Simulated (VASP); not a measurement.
# Al (Fm-3m) in VASP: relaxation of cell and atoms with LDA

Aim: the relaxation of cell and atoms of Al with LDA.

Program: VASP 6.6.1. These are calculated values, not measurements. Logs are shortened: lines on timing, memory, paths and dates and some standing lists are left out, and cuts for length are marked.

### 1 The crystal as given

Symmetry: Fm-3m, No. 225, cubic system. The conventional cell has a = 4.040 Å, b = 4.040 Å, c = 4.040 Å, α = 90.00°, β = 90.00°, γ = 90.00°. Al (site symmetry m-3m) is surrounded by 12 Al at 2.86 Å.

The cell was built by a generator and needn't be a form met in nature.

### 2 Relaxation of cell and atoms, LDA

Contents of INCAR:

```
PREC = Accurate
ENCUT = 600
EDIFF = 1E-7
ISMEAR = 1
SIGMA = 0.2
LREAL = F
LASPH = T
NELM = 100
ALGO = Fast
ISIF = 3
LWAVE = F
LCHARG = F
IBRION = 2
NSW = 60
EDIFFG = -0.005
KPAR = 8
```

Contents of KPOINTS:

```
regular mesh
0
Gamma
  36 36 36
```

Contents of POSCAR:

```
Al
1.0
    0.0000000000      2.0200000000      2.0200000000
    2.0200000000      0.0000000000      2.0200000000
    2.0200000000      2.0200000000      0.0000000000
Al
1
Direct
    0.0000000000      0.0000000000      0.0000000000
```

Potentials or basis: VASP PAW LDA potentials, release 64 (Al).

Launch:

```console
$ cat potpaw_LDA.64/Al/POTCAR > POTCAR
$ mpirun -np 8 vasp_std > vasp.out
```

OUTCAR:

```text
PREC = Accurate
   ENCUT = 600
   EDIFF = 1E-7
   ISMEAR = 1
   LREAL = F
   LASPH = T
   NELM = 100
   ISIF = 3
   IBRION = 2
   NSW = 60
   EDIFFG = -0.005

 ion  position               nearest neighbor table
   1  0.000  0.000  0.000-

  LATTYP: Found a face centered cubic cell.
 ALAT       =     4.0400000000

  Lattice vectors:

 A1 = (   0.0000000000,   2.0200000000,   2.0200000000)
 A2 = (   2.0200000000,   0.0000000000,   2.0200000000)
 A3 = (   2.0200000000,   2.0200000000,   0.0000000000)

Analysis of symmetry for initial positions (statically):
=====================================================================
 Subroutine PRICEL returns:
 Original cell was already a primitive cell.

 Routine SETGRP: Setting up the symmetry group for a
 face centered cubic supercell.

 Subroutine GETGRP returns: Found 48 space group operations
 (whereof 48 operations were pure point group operations)
 out of a pool of 48 trial point group operations.

The static configuration has the point symmetry O_h .

Analysis of symmetry for dynamics (positions and initial velocities):
=====================================================================
 Subroutine PRICEL returns:
 Original cell was already a primitive cell.

 Routine SETGRP: Setting up the symmetry group for a
 face centered cubic supercell.

 Subroutine GETGRP returns: Found 48 space group operations
 (whereof 48 operations were pure point group operations)
 out of a pool of 48 trial point group operations.

The dynamic configuration has the point symmetry O_h .

 Subroutine INISYM returns: Found 48 space group operations
 (whereof 48 operations are pure point group operations),
 and found     1 'primitive' translations

----------------------------------------------------------------------------------------

                                     Primitive cell

  volume of cell :      16.4848

  direct lattice vectors                    reciprocal lattice vectors
     0.000000000  2.020000000  2.020000000    -0.247524752  0.247524752  0.247524752
     2.020000000  0.000000000  2.020000000     0.247524752 -0.247524752  0.247524752
     2.020000000  2.020000000  0.000000000     0.247524752  0.247524752 -0.247524752

  length of vectors
[... 91 lines left out ...]
   NELECT =       3.0000    total number of electrons
   NUPDOWN=      -1.0000    fix difference up-down
   EMIN   =  10.00;   EMAX   =-10.00  energy-range for DOS
   EFERMI =   0.00;   METHOD = LEGACY
   ISMEAR =     1;   SIGMA  =   0.20  broadening in eV -4-tet -1-fermi 0-gaus
   EFERMI_NEDOS =   21; number of points for ismear=-14 and -15
   IALGO  =     68    algorithm
   IMIX   =      4    mixing-type and parameters
     AMIX     =   0.40;   BMIX     =  1.00
     AMIX_MAG =   1.60;   BMIX_MAG =  1.00
  volume/ion in A,a.u.               =      16.48       111.25
  Fermi-wavevector in a.u.,A,eV,Ry     =   0.927728  1.753151 11.710246  0.860679
  Thomas-Fermi vector in A             =   2.053828
   LORBIT       =      0    0 simple, 1 ext, 2 COOP (PROOUT), +10 PAW based schemes
   GGA     = CA    functional components
   LHFCALC =     F    Hartree Fock is set to
   AEXX    =    0.0000 exact exchange contribution
   IVDW    =     0    specifies the selected vdW correction
   LEPSILON=     F    determine dielectric tensor
   LRPA    =     F    only Hartree local field effects (RPA)
 conjugate gradient relaxation of ions
 non-spin polarized calculation
 RMM-DIIS sequential band-by-band and
 Methfessel and Paxton  Order N= 1 SIGMA  =   0.20
  energy-cutoff  :      600.00
  volume of cell :       16.48
 maximum number of plane-waves:       568
   NGX = 11   NGY = 11   NGZ = 11

--------------------------------------- Ionic step        1  -------------------------------------------

 number of electron       3.0000000 magnetization

 Free energy of the ion-electron system (eV)
  ---------------------------------------------------
  ext. energy  EPLUGINS =         0.00000000
  ---------------------------------------------------
  free energy    TOTEN  =        -4.18526718 eV

  energy without entropy =       -4.18543849  energy(sigma->0) =       -4.18532429

------------------------ aborting loop because EDIFF is reached ----------------------------------------

  FORCE on cell =-STRESS in cart. coord.  units (eV):
  Direction    XX          YY          ZZ          XY          YZ          ZX
  --------------------------------------------------------------------------------------
  -------------------------------------------------------------------------------------
  Total       -0.3269623     -0.3269623     -0.3269623     -0.0000000     -0.0000000      0.0000000
  in kB      -31.7778234    -31.7778234    -31.7778234     -0.0000000     -0.0000000      0.0000000
  external PRESSURE =     -31.7778234 kB  Pullay stress =       0.0000000 kB
[... 57 lines left out ...]
--------------------------------------- Ionic step        3  -------------------------------------------

 number of electron       3.0000000 magnetization

 Free energy of the ion-electron system (eV)
  ---------------------------------------------------
  ext. energy  EPLUGINS =         0.00000000
  ---------------------------------------------------
  free energy    TOTEN  =        -4.19217448 eV

  energy without entropy =       -4.19228936  energy(sigma->0) =       -4.19221277

 E-fermi :   8.2446     XC(G=0): -10.5015

 val. band max:        8.2372428227   @ k =   0.5000   0.2500   0.1111
 cond. band min:       8.2466054411   @ k =   0.4444   0.1944   0.0278
 fundamental gap:      0.0093626183
 Fermi energy:         8.2445513320

 k-point     1 :       0.0000    0.0000    0.0000
  band No.  band energies     occupation
      1      -3.1570      2.00000
      2      21.0409      0.00000
      3      21.0409      0.00000
      4      21.0410      0.00000
      5      22.6907      0.00000
[... 177 lines left out ...]
 k-point    24 :       0.1389    0.0278    0.0000
  band No.  band energies     occupation
      1      -2.6699      2.00000
      2      16.5317      0.00000
      3      19.5480      0.00000
      4      20.3895      0.00000
      5      23.5055      0.00000

 [... further k-points ...]

------------------------ aborting loop because EDIFF is reached ----------------------------------------

  FORCE on cell =-STRESS in cart. coord.  units (eV):
  Direction    XX          YY          ZZ          XY          YZ          ZX
  --------------------------------------------------------------------------------------
  -------------------------------------------------------------------------------------
  Total        0.0001222      0.0001222      0.0001222      0.0000000     -0.0000000      0.0000000
  in kB        0.0123790      0.0123790      0.0123790      0.0000000     -0.0000000      0.0000000
  external PRESSURE =       0.0123790 kB  Pullay stress =       0.0000000 kB
[... 16 lines left out ...]
  FREE ENERGIE OF THE ION-ELECTRON SYSTEM (eV)
  ---------------------------------------------------
  free  energy   TOTEN  =        -4.1921744788 eV

  energy  without entropy=       -4.1922893600  energy(sigma->0) =       -4.19221277

 reached required accuracy - stopping structural energy minimisation
```

OSZICAR:

```text
N       E                     dE             d eps       ncg     rms          rms(c)
DAV:   1    -0.167831787400E+01   -0.16783E+01   -0.97460E+02 12810   0.384E+02
DAV:   2    -0.418925631488E+01   -0.25109E+01   -0.23211E+01 15550   0.337E+01
DAV:   3    -0.421411977456E+01   -0.24863E-01   -0.24133E-01 16640   0.374E+00
[... 17 lines left out ...]
       N       E                     dE             d eps       ncg     rms          rms(c)
DAV:   1    -0.419219253473E+01   -0.18116E-03   -0.18900E-03 15765   0.275E-01    0.375E-02
RMM:   2    -0.419218162820E+01    0.10907E-04   -0.93310E-06 12400   0.295E-02    0.169E-02
RMM:   3    -0.419217455992E+01    0.70683E-05   -0.32002E-06 12400   0.137E-02    0.412E-03
RMM:   4    -0.419217447885E+01    0.81068E-07   -0.71402E-07 12310   0.718E-03
   3 F= -.41921745E+01 E0= -.41922128E+01  d E =-.690730E-02
```

Run time: 16 s. Hardware: 8 MPI ranks of AMD EPYC 9R45 (Zen 5), shared host; peak memory 0.22 GiB.

Results:

```
Free energy                            : -4.1922 eV
Relaxed volume                         : 15.81 Å³/atom
Relaxed cell                           : a = 2.817 Å, b = 2.817 Å, c = 2.817 Å, α = 60.00°, β = 60.00°, γ = 60.00°
Space group after relaxing (to 0.05 Å) : Fm-3m (No. 225)
Energy gained by relaxing              : 6.9 meV/atom
Ionic steps                            : 3
Pressure after relaxing                : 0.0 GPa
Band gap on the k mesh                 : none (metal or under the smearing width)
```

Step by step:
| step | energy change (eV) | largest force (eV/Å) | pressure (GPa) | volume (Å³) |
| --- | --- | --- | --- | --- |
| 1 | 0.0000 | 0.0000 | -3.18 | 16.48 |
| 2 | -0.0067 | 0.0000 | 0.54 | 15.72 |
| 3 | -0.0069 | 0.0000 | 0.00 | 15.81 |

Final structure:
```
CELL_PARAMETERS angstrom
0.00000 1.99226 1.99226
1.99226 0.00000 1.99226
1.99226 1.99226 0.00000
ATOMIC_POSITIONS crystal
Al 0.00000 0.00000 0.00000
```
